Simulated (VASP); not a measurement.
# WS2 in VASP: notebook, part 3 of 3

VASP 6.6.1.

## 6. Equation of state, LDA, 30.44 Å³/atom (a relaxed cell with its volume scaled by 0.96)

INCAR

```
ALGO = Normal
EDIFF = 1E-6
ENCUT = 520
GGA = CA
ISIF = 2
ISMEAR = 0
KPAR = 2
LASPH = T
LCHARG = F
LREAL = F
LWAVE = F
NELM = 80
PREC = Accurate
SIGMA = 0.02
```

KPOINTS

```
k-points
0
Gamma
  8 8 2
```

POSCAR

```
WS2                                     
1.0
    3.0873596287     -0.0000000000     -0.0000000000
   -1.5436798143      2.6737318690     -0.0000000000
    0.0000000000      0.0000000000     22.1225934790
  W               S             
     2     4
Direct
     0.6666666667000030    0.3333333332999970    0.3644794994827603
     0.3333333332999970    0.6666666667000030    0.6355205005172394
     0.6666666667000030    0.3333333332999970    0.7051074979721298
     0.3333333332999970    0.6666666667000030    0.4341776579693354
     0.6666666667000030    0.3333333332999970    0.5658223420306645
     0.3333333332999970    0.6666666667000030    0.2948925020278703
```

Potentials or basis: VASP PAW LDA potentials, release 64 (W_sv, S).

Started as:

```sh
cat potpaw_LDA.64/W_sv/POTCAR potpaw_LDA.64/S/POTCAR > POTCAR
mpirun -np 2 vasp_std > vasp.out
```

OUTCAR:

```text
EDIFF = 1E-6
   ENCUT = 520
   GGA = CA
   ISIF = 2
   ISMEAR = 0
   LASPH = T
   LREAL = F
   NELM = 80
   PREC = Accurate

 ion  position               nearest neighbor table
   1  0.667  0.333  0.364-   6 2.36   6 2.36   6 2.36   4 2.36   4 2.36   4 2.36
   2  0.333  0.667  0.636-   3 2.36   3 2.36   3 2.36   5 2.36   5 2.36   5 2.36
   3  0.667  0.333  0.705-   2 2.36   2 2.36   2 2.36
   4  0.333  0.667  0.434-   1 2.36   1 2.36   1 2.36
   5  0.667  0.333  0.566-   2 2.36   2 2.36   2 2.36
[... 883 lines left out ...]
  -------------------------------------------------------------------------------------
  Total        4.7374431      4.7374431      5.1723662      0.0000000      0.0000000      0.0000000
  in kB       41.5636308     41.5636308     45.3793989      0.0000000      0.0000000      0.0000000
  external PRESSURE =      42.8355535 kB  Pullay stress =       0.0000000 kB

 VOLUME and BASIS-vectors are now :
 -----------------------------------------------------------------------------
  energy-cutoff  :      520.00
  volume of cell :      182.62
      direct lattice vectors                 reciprocal lattice vectors
     3.087359629  0.000000000  0.000000000     0.323901366  0.187004541  0.000000000
    -1.543679814  2.673731869  0.000000000     0.000000000  0.374009081  0.000000000
     0.000000000  0.000000000 22.122593479     0.000000000  0.000000000  0.045202657

 POSITION                                       TOTAL-FORCE (eV/Angst)
 -----------------------------------------------------------------------------------
      1.54368      0.89124      8.06323         0.000000      0.000000     -0.006188
     -0.00000      1.78249     14.05936        -0.000000     -0.000000      0.006188
      1.54368      0.89124     15.59881         0.000000      0.000000      0.830405
     -0.00000      1.78249      9.60514         0.000000     -0.000000      0.804087
      1.54368      0.89124     12.51746        -0.000000      0.000000     -0.804087
     -0.00000      1.78249      6.52379        -0.000000      0.000000     -0.830405
 -----------------------------------------------------------------------------------
    total drift:                                0.000000      0.000000      0.000000

  FREE ENERGIE OF THE ION-ELECTRON SYSTEM (eV)
  ---------------------------------------------------
  free  energy   TOTEN  =       -52.3153145442 eV

  energy  without entropy=      -52.3153145442  energy(sigma->0) =      -52.31531454
```

OSZICAR:

```text
N       E                     dE             d eps       ncg     rms          rms(c)
DAV:   1     0.520240547874E+03    0.52024E+03   -0.28647E+04  1440   0.153E+03
DAV:   2    -0.193496886070E+02   -0.53959E+03   -0.52933E+03  1575   0.393E+02
DAV:   3    -0.536246354759E+02   -0.34275E+02   -0.34035E+02  1532   0.963E+01
[... 13 lines left out ...]
DAV:  17    -0.523152220325E+02   -0.38392E-04   -0.33005E-06  1195   0.877E-03    0.403E-03
DAV:  18    -0.523152816485E+02   -0.59616E-04   -0.38172E-06  1274   0.728E-03    0.647E-03
DAV:  19    -0.523153046400E+02   -0.22991E-04   -0.10303E-06  1090   0.375E-03    0.376E-03
DAV:  20    -0.523153101172E+02   -0.54772E-05   -0.23358E-07  1042   0.176E-03    0.189E-03
DAV:  21    -0.523153135756E+02   -0.34584E-05   -0.24153E-07  1023   0.152E-03    0.331E-04
DAV:  22    -0.523153145442E+02   -0.96857E-06   -0.63566E-08   963   0.838E-04
   1 F= -.52315315E+02 E0= -.52315315E+02  d E =-.144020E-68
```

Run time: 44 s. Hardware: 2 MPI ranks of Intel Xeon 6975P-C (Granite Rapids), shared host; peak memory 0.27 GiB.

What came out:

```
Free energy            : -52.3153 eV
Largest force          : 0.830 eV/Å
Band gap on the k mesh : 1.49 eV, indirect (least direct gap 2.52 eV)
```

Caveat: spin-orbit coupling is left out, which moves the levels of the heavy elements.

## 7. Equation of state, LDA, 31.07 Å³/atom (a relaxed cell with its volume scaled by 0.98)

INCAR is that of step 6.

KPOINTS is that of step 6.

POSCAR: that of step 6 with these lines changed.

```diff
@@ -2,5 +2,5 @@
 1.0
-    3.0873596287     -0.0000000000     -0.0000000000
-   -1.5436798143      2.6737318690     -0.0000000000
-    0.0000000000      0.0000000000     22.1225934790
+    3.1086524369     -0.0000000000     -0.0000000000
+   -1.5543262185      2.6921719818     -0.0000000000
+    0.0000000000      0.0000000000     22.2751679105
   W               S
```

Started as:

```sh
cat potpaw_LDA.64/W_sv/POTCAR potpaw_LDA.64/S/POTCAR > POTCAR
mpirun -np 2 vasp_std > vasp.out
```

Run time: 43 s. Hardware: 2 MPI ranks of Intel Xeon 6975P-C (Granite Rapids), shared host; peak memory 0.28 GiB.

Results (log left out):

```yaml
Free_energy: -52.3907 eV
Largest_force: 0.404 eV/Å
Band_gap_on_the_k_mesh: 1.49 eV, indirect (least direct gap 2.45 eV)
```

Caveat: spin-orbit coupling is left out, which moves the levels of the heavy elements.

## 8. Equation of state, LDA, 31.70 Å³/atom

INCAR is that of step 7.

KPOINTS is that of step 7.

POSCAR: that of step 7 with these lines changed.

```diff
@@ -2,5 +2,5 @@
 1.0
-    3.1086524369     -0.0000000000     -0.0000000000
-   -1.5543262185      2.6921719818     -0.0000000000
-    0.0000000000      0.0000000000     22.2751679105
+    3.1296574824     -0.0000000000     -0.0000000000
+   -1.5648287412      2.7103628849     -0.0000000000
+    0.0000000000      0.0000000000     22.4256803675
   W               S
```

Started as:

```sh
cat potpaw_LDA.64/W_sv/POTCAR potpaw_LDA.64/S/POTCAR > POTCAR
mpirun -np 2 vasp_std > vasp.out
```

Run time: 42 s. Hardware: 2 MPI ranks of Intel Xeon 6975P-C (Granite Rapids), shared host; peak memory 0.28 GiB.

It converged, with:

* Free energy: -52.4149 eV
* Largest force: 0.013 eV/Å
* Band gap on the k mesh: 1.49 eV, indirect (least direct gap 2.39 eV)

Caveat: spin-orbit coupling is left out, which moves the levels of the heavy elements.

## 9. Equation of state, LDA, 32.34 Å³/atom (a relaxed cell with its volume scaled by 1.02)

INCAR is that of step 8.

KPOINTS is that of step 8.

POSCAR: that of step 8 with these lines changed.

```diff
@@ -2,5 +2,5 @@
 1.0
-    3.1296574824     -0.0000000000     -0.0000000000
-   -1.5648287412      2.7103628849     -0.0000000000
-    0.0000000000      0.0000000000     22.4256803675
+    3.1503842950     -0.0000000000     -0.0000000000
+   -1.5751921475      2.7283128310     -0.0000000000
+    0.0000000000      0.0000000000     22.5741991353
   W               S
```

Potentials or basis: VASP PAW LDA potentials, release 64 (W_sv, S).

Started as:

```sh
cat potpaw_LDA.64/W_sv/POTCAR potpaw_LDA.64/S/POTCAR > POTCAR
mpirun -np 2 vasp_std > vasp.out
```

Run time: 43 s. Hardware: 2 MPI ranks of Intel Xeon 6975P-C (Granite Rapids), shared host; peak memory 0.28 GiB.

Results (log left out):

* Free energy: -52.3931 eV
* Largest force: 0.354 eV/Å
* Band gap on the k mesh: 1.49 eV, indirect (least direct gap 2.32 eV)

Caveat: spin-orbit coupling is left out, which moves the levels of the heavy elements.

## 10. Equation of state, LDA, 32.97 Å³/atom (a relaxed cell with its volume scaled by 1.04)

INCAR is that of step 9.

KPOINTS is that of step 9.

POSCAR: that of step 9 with these lines changed.

```diff
@@ -2,5 +2,5 @@
 1.0
-    3.1503842950     -0.0000000000     -0.0000000000
-   -1.5751921475      2.7283128310     -0.0000000000
-    0.0000000000      0.0000000000     22.5741991353
+    3.1708419091     -0.0000000000     -0.0000000000
+   -1.5854209545      2.7460296446     -0.0000000000
+    0.0000000000      0.0000000000     22.7207889514
   W               S
```

Started as:

```sh
cat potpaw_LDA.64/W_sv/POTCAR potpaw_LDA.64/S/POTCAR > POTCAR
mpirun -np 2 vasp_std > vasp.out
```

It took 45 s on 2 MPI ranks of Intel Xeon 6975P-C (Granite Rapids), shared host; peak memory 0.29 GiB.

Results (log left out):

- Free energy: -52.3302 eV
- Largest force: 0.692 eV/Å
- Band gap on the k mesh: 1.48 eV, indirect (least direct gap 2.26 eV)

Caveat: spin-orbit coupling is left out, which moves the levels of the heavy elements.

## 11. Equation of state, LDA

This run uses another cell than the first one, of 31.70 Å³/atom, 0.916 times its volume.

No new run: the results of the series are fitted here.

Results:

```
Equilibrium volume                        : 31.71 Å³/atom
Bulk modulus at fixed shape and positions : 97 GPa
Pressure derivative of the bulk modulus   : 4.4 (rough: it moves with the points fitted)
```

Energy against volume, from the lowest point:
```tsv
volume (Å³/atom)	energy (meV/atom)
30.436	16.59
31.070	4.04
31.704	0.00
32.338	3.62
32.973	14.12
```

Caveat: the cell was scaled at fixed shape and fractional positions, which overstates the stiffness of a crystal with free parameters, most of all of layers and chains.

## 12. The reference run

An earlier run on the cell as given: functional PBE; potentials or basis VASP PAW PBE potentials, release 64 (W_sv, S); cutoff 520 eV; k mesh 10 × 10 × 2; occupations fermi-dirac, width 0.05 eV; no spin polarisation.

* Largest force: 0.274 eV/Å
* Band gap on the k mesh: 1.68 eV, indirect (least direct gap 2.13 eV)

## 13. Summary

| task | level | potentials or basis | cell | k mesh | smearing | ladder | gap on the mesh (eV) | largest force (eV/Å) |
| --- | --- | --- | --- | --- | --- | --- | --- | --- |
| band structure | RPBE | VASP PAW PBE potentials, release 64 (W_sv, S) | P-3m1, 34.62 Å³/atom | 7 × 7 × 2 | fermi-dirac 0.05 eV | - | 1.70 | 0.45 |
| band structure | revPBE | VASP PAW PBE potentials, release 64 (W_sv, S) | P-3m1, 34.62 Å³/atom | 7 × 7 × 2 | fermi-dirac 0.05 eV | - | 1.69 | 0.40 |
| band structure | BLYP | VASP PAW PBE potentials, release 64 (W_sv, S) | P-3m1, 34.62 Å³/atom | 7 × 7 × 2 | fermi-dirac 0.05 eV | - | 1.65 | 0.80 |
| band structure | PW91 | VASP PAW PBE potentials, release 64 (W_sv, S) | P-3m1, 34.62 Å³/atom | 7 × 7 × 2 | fermi-dirac 0.05 eV | - | 1.66 | 0.33 |
| equation of state | LDA | VASP PAW LDA potentials, release 64 (W_sv, S) | P-3m1, 31.7 Å³/atom | 8 × 8 × 2 | gaussian 0.02 eV | gaps | - | - |
| single point | PBE | VASP PAW PBE potentials, release 64 (W_sv, S) | P-3m1, 34.62 Å³/atom | 10 × 10 × 2 | fermi-dirac 0.05 eV | - | 1.68 | 0.27 |

Alike in all rows: no spin polarisation; cutoff (eV) 520.

Caveats: spin-orbit coupling is left out, which moves the levels of the heavy elements (some runs); the PAW data sets were made with another functional, which shifts forces and pressure a little (some runs); the cell was scaled at fixed shape and fractional positions, which overstates the stiffness of a crystal with free parameters, most of all of layers and chains (some runs).

Absolute energies hang on the potentials; compare differences alone.
